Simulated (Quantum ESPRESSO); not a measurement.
# BN: dielectric tensor with LDA

The system is BN.

```
N B
1.0
     2.49824    0.00000    0.00000
    -1.24912    2.16354    0.00000
     0.00000    0.00000    6.63570
N B
2 2
Direct
  0.66667 0.33333 0.25000
  0.33333 0.66667 0.75000
  0.66667 0.33333 0.75000
  0.33333 0.66667 0.25000
```

```yaml
Program: Quantum ESPRESSO 7.5
Task: dielectric tensor
Functional: LDA
Potentials_or_basis: GBRV 1.5 LDA
Cutoff: 612 eV
Density_cutoff: 4898 eV
k_mesh: 10 × 10 × 4, shifted
Occupations: fermi-dirac, width 0.05 eV
Spin: no spin polarisation
Form_of_the_LDA_correlation: PZ81
Mixing_beta: 0.5
Most_SCF_iterations: 120
SCF_threshold: 8e-10 Ry
```

| Property | Result |
| --- | --- |
| Pressure | -2.1 GPa |
| Electronic dielectric tensor (diagonal) | 4.83, 4.83, 2.76 |
| Born charges (mean of the diagonal) | N -2.06; B +2.06 e |

Stress tensor (GPa, compression positive):
```
-2.81  0.00  0.00
 0.00 -2.81  0.00
 0.00  0.00 -0.62
```

Levels at points of the mesh, in eV from the valence-band top:
| k point | band 6 | band 7 | band 8 | band 9 | band 10 | band 11 |
| --- | --- | --- | --- | --- | --- | --- |
| (0.00, 0.00, 0.12) | -1.36 | -1.33 | -1.33 | 5.10 | 9.79 | 11.48 |

Electronic dielectric tensor:
```
4.83 0.00 0.00
0.00 4.83 0.00
0.00 0.00 2.76
```

Born effective charge tensors (e):
atom 1, N
```
-2.71  0.00  0.00
 0.00 -2.71  0.00
 0.00  0.00 -0.77
```
atom 2, N
```
-2.71  0.00  0.00
 0.00 -2.71  0.00
 0.00  0.00 -0.77
```
atom 3, B
```
2.71 0.00 0.00
0.00 2.71 0.00
0.00 0.00 0.76
```
atom 4, B
```
2.71 0.00 0.00
0.00 2.71 0.00
0.00 0.00 0.76
```

Run time: 2.2 min on 1 thread of Intel(R) Xeon(R) Processor @ 2.50GHz (Skylake/Cascade Lake), with other jobs on the host, peak memory 0.07 GiB.
